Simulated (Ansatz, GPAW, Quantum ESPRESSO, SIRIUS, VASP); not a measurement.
# KTaO3: energy against volume and a worked fit

```
Ta K O
1.0
     3.98830    0.00000    0.00000
     0.00000    3.98830    0.00000
     0.00000    0.00000    3.98830
Ta K O
1 1 3
Direct
  0.00000 0.00000 0.00000
  0.50000 0.50000 0.50000
  0.00000 0.00000 0.50000
  0.00000 0.50000 0.00000
  0.50000 0.00000 0.00000
```

The cell was scaled at fixed shape and fractions and run with SIRIUS, PseudoDojo 0.4.1 PBEsol standard (scalar relativistic), cutoff 1152 eV; PBEsol, k mesh 7 × 7 × 7 on the cell of 5 atoms, fermi-dirac occupations of 0.05 eV, no spin polarisation, no spin-orbit coupling. Energies are those that the program minimises, any entropy of the smearing included.

```csv
V (Å³/atom),energy over the lowest row (meV/atom)
11.9267,23.33
12.1805,8.09
12.4342,?
12.6880,0.00
12.9418,5.62
13.1955,16.78
13.4493,32.92
```

Problem. Fit the third-order Birch-Murnaghan form, give V0, B0 and B′, and predict the energy left open.

Solution. With y = (V0/V)^(2/3), E = E0 + (9 V0 B0/16) [(y - 1)³ B′ + (y - 1)² (6 - 4y)]. Least squares through the rows shown give V0 = 12.5827 Å³/atom, E0 = -0.55 meV, B0 = 202.9 GPa (1 eV/Å³ = 160.218 GPa) and B′ = 4.48, with a largest miss of 0.01 meV. At V = 12.4342 the form with these constants gives 0.58 meV; the run gave 0.58 meV an atom. Other set-ups at this level, from all their volumes (Å³/atom, GPa): GPAW, PAW data sets generated for this functional: V0 12.691, B0 201.7; Ansatz, all-electron LAPW, scalar-relativistic: V0 12.660, B0 201.4; Quantum ESPRESSO, GBRV 1.5 PBEsol: V0 12.693, B0 203.7; VASP, PBE PAW files K_sv, O, Ta_pv, 520 eV (made for PBE): V0 12.718, B0 203. Measured volume: 12.69 Å³/atom (arxiv:2208.05712), so the fit lies -0.8 % from it. The runs are for a static lattice.

The curve is stiff and steeper on compression than on expansion, as expected when closed-shell repulsion grows rapidly at short distance. In the cubic perovskite with fixed fractions, the octahedra cannot tilt, so any loss of volume must shorten the strong, partly covalent Ta 5d-O 2p bonds. These probably set most of the bulk modulus, with the more ionic K-O contacts contributing less.

The correct prediction of the open row shows that the energies are smooth and the fit sound, but doesn't test the functional. The fitted volume is the smallest of the five set-ups, below even the all-electron value of 12.660 Å³/atom, which lies close to experiment. Most of the shortfall against the measured volume therefore probably comes from the pseudopotentials rather than from PBEsol. The bulk moduli span about 1 %, much the same relative spread as the volumes. Uniform scaling leaves the polar soft mode of this incipient ferroelectric unprobed, so the curve cannot show whether the cubic structure is stable against off-centring.
